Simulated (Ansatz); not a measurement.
**How the functional moves the response of ZrSe₂ (P-3m1) (LDA, PBEsol)**

```
Zr Se
1.0
     3.69151    0.00000    0.00000
    -1.84576    3.19694    0.00000
     0.00000    0.00000    5.94930
Zr Se
1 2
Cartesian
  0.0000 0.0000 0.0000
  0.0000 2.1313 1.5854
  1.8458 1.0656 4.3639
```

This cell (23.40 Å³ an atom) was relaxed by PAW under LDA, and each functional gets its own cell relaxed so. Quantity: harmonic phonons by finite displacements (negative means unstable), on a 2×2×2 q mesh.

Runs: (1) LDA, all-electron LAPW in Ansatz 0.2.0, scalar-relativistic; k mesh 10×10×6, Fermi-Dirac smearing of 0.080 eV, basis error target 0.5 meV/atom. (2) PBEsol, all-electron LAPW in Ansatz 0.2.0, scalar-relativistic; k mesh 8×8×4, Fermi-Dirac smearing of 0.100 eV, basis error target 0.5 meV/atom.

Under LDA: highest mode = 264 cm⁻¹, lowest at M = 75.9 cm⁻¹, lowest at A = 28.9 cm⁻¹, lowest at L = 70.0 cm⁻¹, lowest optical at Γ = 121 cm⁻¹, highest at Γ = 253 cm⁻¹.

Question: Which way does PBEsol move the volume, and by how much?

Answer: a = 3.726, c = 6.127 Å, 24.55 Å³ an atom: 4.9 % larger.

Question: What does PBEsol give for these quantities?

Answer: 

| quantity | LDA | PBEsol | change |
| --- | --- | --- | --- |
| highest mode | 264 cm⁻¹ | 259 cm⁻¹ | -2 % |
| lowest at M | 75.9 cm⁻¹ | 69.0 cm⁻¹ | -9 % |
| lowest at A | 28.9 cm⁻¹ | 22.9 cm⁻¹ | -21 % |
| lowest at L | 70.0 cm⁻¹ | 65.2 cm⁻¹ | -7 % |
| lowest optical at Γ | 121 cm⁻¹ | 113 cm⁻¹ | -6 % |
| highest at Γ | 253 cm⁻¹ | 248 cm⁻¹ | -2 % |

Caveats: responses of metals move with mesh and smearing (LDA); no dispersion correction, so the spacing and stiffness between layers or molecules are poor; the gap is closed or tiny at this level, so small that the run used smearing; responses move with mesh and smearing (PBEsol).
